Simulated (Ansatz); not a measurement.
**CdS: moving Cd off its site**

CdS, F-43m, a = 5.820 Å (as given, not relaxed at this level: 3.3 GPa). This isn't the usual stable structure of the compound. Ansatz: PBE, PAW, 420 eV, Γ-centred 8×8×8 mesh on 2 atoms, Gaussian smearing 0.05 eV; no spin polarisation.

```
CELL_PARAMETERS angstrom
0.00000 2.91000 2.91000
2.91000 0.00000 2.91000
2.91000 2.91000 0.00000
ATOMIC_POSITIONS crystal
Cd 0.00000 0.00000 0.00000
S 0.75000 0.75000 0.75000
```

Atom 1 (Cd) moves by x along the unit vector (0.000, 1.000, 0.000), with its periodic images; all else is held. y is the free energy of the cell over the start, F the force along the path summed over the moved atoms. Symmetry makes y even in x.

```tsv
x (Å)	y (meV)	F (eV/Å)
-0.200	103.0	1.02
-0.100	26.0	0.52
0.000	0.0	0.00
0.025	1.6	-0.13
0.050	6.5	-0.26
0.075	14.7	-0.39
0.125	40.6	-0.65
0.150	?	?
0.175	79.2	-0.89
```

Task: Fit y = c2 x² + c4 x⁴ to the energies of the other rows, give the force constant, and predict energy and force of the missing row.

Result: Least squares on the rows shown. y = 2614 x² − 954.3 x⁴. The force constant is 2 c2 = 5.23 eV/Å², for the cell as given, at 3.3 GPa (for all images moving together, not for a lone atom). With two atoms in a cubic cell this is the optical mode at Γ without the LO field: ω = 521.5 √(2 c2/μ) = 239 cm⁻¹ for μ = 24.95 u. The force −dy/dx at the missing row is -0.77 eV/Å (computed -0.77). At x = 0.150 the fit asked for gives 58.3 meV. The run gave 58.3 meV, the same to the digits shown.